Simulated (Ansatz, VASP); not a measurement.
Si4N: VASP beside Ansatz

INCAR

```
SYSTEM = Si4N
  ALGO = Normal
  EDIFF = 1E-6
  ENCUT = 520
  GGA = PE
  ISIF = 2
  ISMEAR = 0
  LASPH = .True.
  LCHARG = .False.
  LREAL = .False.
  LWAVE = .False.
  NBANDS = 18
  NELM = 80
  PREC = Accurate
  SIGMA = 0.1
```

KPOINTS

```
k-points
0
Gamma
  6 6 6
  0 0 0
```

The input POSCAR:

```
Si4N
1.0
    2.6462306300      1.5278019700      3.1401707500
   -2.6462306300      1.5278019700      3.1401707500
    0.0000000000     -3.0556039400      3.1401707500
Si N
4 1
Direct
    0.6671306300      0.0970322400      0.6671306300
    0.6671306300      0.6671306300      0.0970322400
    0.0970322400      0.6671306300      0.6671306300
    0.3829458400      0.3829458400      0.3829458400
    0.0882555200      0.0882555200      0.0882555200
```

Input for Ansatz:

```yaml
crystal:
  lattice:
    - [2.64623063, 1.52780197, 3.14017075]
    - [-2.64623063, 1.52780197, 3.14017075]
    - [0.0, -3.05560394, 3.14017075]
  atoms:
    - { symbol: Si, position: [0.66713063, 0.09703224, 0.66713063] }
    - { symbol: Si, position: [0.66713063, 0.66713063, 0.09703224] }
    - { symbol: Si, position: [0.09703224, 0.66713063, 0.66713063] }
    - { symbol: Si, position: [0.38294584, 0.38294584, 0.38294584] }
    - { symbol: "N", position: [0.08825552, 0.08825552, 0.08825552] }
basis:
  ecutwfc: 420
kpoints:
  mp_grid: { grid: [6, 6, 6] }
hamiltonian:
  xc: pbe
scf:
  occupations: { method: gaussian, width: 0.1 }
  lower_state_search: "off"
output:
  forces: true
  stress: true
  eigenvalues: true
```

Alike in both runs: task single point; functional PBE; k mesh 6 × 6 × 6; occupations gaussian, width 0.1 eV; no spin polarisation.

```csv
,VASP,Ansatz
version,VASP 6.6.1,Ansatz 0.2.0
potentials or method,"VASP PAW PBE potentials, release 64 (Si, N)","scalar-relativistic, plane waves, PAW"
plane-wave cutoff (eV),520,420
valence electrons in the cell,21,21
```

```csv
,VASP,Ansatz,Ansatz less VASP
gap on the k mesh at the Fermi level (eV),none,none,-
pressure (GPa),26.5,26.8,+0.23
largest component of the traceless stress (GPa),19.15,19.23,+0.082
rms of the force components (eV/Å),3.685,3.707,+0.0215
```

Atom by atom the forces differ by 0.022 eV/Å (rms over components). A gap of «none» marks a metal or a gap that the smearing closes.

Caveats: so large a pressure means that the cell lies far from this level's equilibrium, or that cutoff or potentials fall short (VASP); forces of over 1 eV/Å show positions far from the minimum, so gaps and moduli don't describe the material at rest.
